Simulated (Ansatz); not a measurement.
# HfN in the WC-type structure

The computed numbers are results of PBE, scalar-relativistic (no spin polarisation) in the plane-wave PAW code Ansatz at 420 eV, 14×14×12 k-mesh, Gaussian smearing of 0.05 eV; PAW files: Ansatz's generated set soft_2.

```cif
data_structure
_symmetry_space_group_name_H-M 'P 1'
_symmetry_Int_Tables_number 1
_cell_length_a 3.0990
_cell_length_b 3.0990
_cell_length_c 2.9130
_cell_angle_alpha 90.000
_cell_angle_beta 90.000
_cell_angle_gamma 120.000
_cell_volume 24.23
loop_
_atom_site_label
_atom_site_type_symbol
_atom_site_fract_x
_atom_site_fract_y
_atom_site_fract_z
_atom_site_occupancy
Hf1 Hf 0.00000 0.00000 0.00000 1
N1 N 0.66667 0.33333 0.50000 1
```

This is a trial structure; measured cells of the compound in the Crystallography Open Database are in space group Fm-3m (rock salt).

**Question.** Which orbitals carry the states at the Fermi level, and how many states are there?

**Answer.** Within 0.1 eV of it: Hf 5d 83 %, N 2p 10 % (shares among the projected shells; no valence p shell of Hf is among them). The density of states at the Fermi level is about 1.7 states/eV per cell, averaged over 0.3 eV.

Density of states (tetrahedra, averaged over 0.5 eV; states/eV per cell of 2 atoms; energy in eV from the Fermi level):

```
E (eV)   DOS
 -6.60  0.33
 -6.10  1.57
 -5.60  1.46
 -5.10  0.84
 -4.60  0.89
 -4.10  1.27
 -3.60  1.91
 -3.10  2.76
 -2.60  0.84
 -2.10  0.05
 -1.60  0.10
 -1.10  0.40
 -0.60  0.51
 -0.10  1.44
  0.40  1.17
  0.90  0.34
  1.40  0.04
  1.90  0.10
  2.40  0.21
  2.90  0.83
  3.40  1.08
  3.90  1.39
```

With 31 valence electrons in the calculation's cell and no magnetic order, the bands, two electrons each, can't all be full or empty: band theory demands a metal. (Only strong correlation, outside this picture, could make a Mott insulator of it.) A formal count (Hf⁴⁺, N³⁻) leaves 1 electron a formula unit beyond the anions' closed shells. It goes into the bands above the anion p states, which fits the metal found.

No spin–orbit coupling, a notable omission for heavy elements. Spin polarisation wasn't tried.
